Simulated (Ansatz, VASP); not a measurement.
This is a calculation of GaAgSe2 for VASP 6.6.1.

INCAR

```
ALGO = Normal ; EDIFF = 1E-7
ENCUT = 520 ; GGA = PE
ISIF = 2 ; ISMEAR = -1
LASPH = True ; LCHARG = False
LREAL = False ; LWAVE = False
NBANDS = 46 ; NELM = 100
PREC = Accurate ; SIGMA = 0.05
```

The input KPOINTS:

```
k-points
0
Gamma
  6 6 6
```

Contents of POSCAR:

```
GaAgSe2
1.0
   -2.9960500000      2.9960500000      5.4415000000
    2.9960500000     -2.9960500000      5.4415000000
    2.9960500000      2.9960500000     -5.4415000000
Ag Se Ga
2 4 2
Direct
    0.7500000000      0.2500000000      0.5000000000
    0.0000000000      0.0000000000      0.0000000000
    0.1633000000      0.6250000000      0.0383000000
    0.8750000000      0.8367000000      0.4617000000
    0.5867000000      0.1250000000      0.9617000000
    0.3750000000      0.4133000000      0.5383000000
    0.2500000000      0.7500000000      0.5000000000
    0.5000000000      0.5000000000      0.0000000000
```

Potentials or basis: VASP PAW PBE potentials, release 64 (Ag, Se, Ga_d).

The run is started by

```console
$ cat potpaw_PBE.64/Ag/POTCAR potpaw_PBE.64/Se/POTCAR potpaw_PBE.64/Ga_d/POTCAR > POTCAR
$ mpirun -np 1 vasp_std > vasp.out
```

Translate it to Ansatz 0.2.0. Potentials there: Ansatz PAW.

As run (the cutoff follows the program's own potentials):

The input input.yaml:

```yaml
crystal:
  lattice:
    - [-2.99605, 2.99605, 5.4415]
    - [2.99605, -2.99605, 5.4415]
    - [2.99605, 2.99605, -5.4415]
  atoms:
    - { symbol: Ag, position: [0.75, 0.25, 0.5] }
    - { symbol: Ag, position: [0.0, 0.0, 0.0] }
    - { symbol: Se, position: [0.1633, 0.625, 0.0383] }
    - { symbol: Se, position: [0.875, 0.8367, 0.4617] }
    - { symbol: Se, position: [0.5867, 0.125, 0.9617] }
    - { symbol: Se, position: [0.375, 0.4133, 0.5383] }
    - { symbol: Ga, position: [0.25, 0.75, 0.5] }
    - { symbol: Ga, position: [0.5, 0.5, 0.0] }
hamiltonian:
  xc: pbe
  pseudopotentials: { kind: paw }
kpoints:
  mp_grid: { grid: [6, 6, 6] }
scf:
  occupations: { method: fermi_dirac, width: 0.05 }
output:
  forces: true
  stress: true
  eigenvalues: true
```

Potentials or basis: Ansatz PAW.

The run is started by

```sh
$ ansatz run input.yaml --threads 4 --pin off --max-ram 10240MiB --backend cpu --events-out ev --progress --plain --runs-dir out
```

Both were run:

|  | VASP | Ansatz | Ansatz less VASP |
| --- | --- | --- | --- |
| gap on the k mesh at the Fermi level (eV) | 0.53 | 0.53 | -0.003 |
| least direct gap on the mesh (eV) | 0.53 | 0.53 | -0.003 |
| pressure (GPa) | 3.5 | 3.4 | -0.07 |
| rms of the force components (eV/Å) | 0.242 | 0.236 | -0.0057 |

Atom by atom the forces differ by 0.006 eV/Å (rms over components). The two sets of potentials don't hold the same shells in valence.
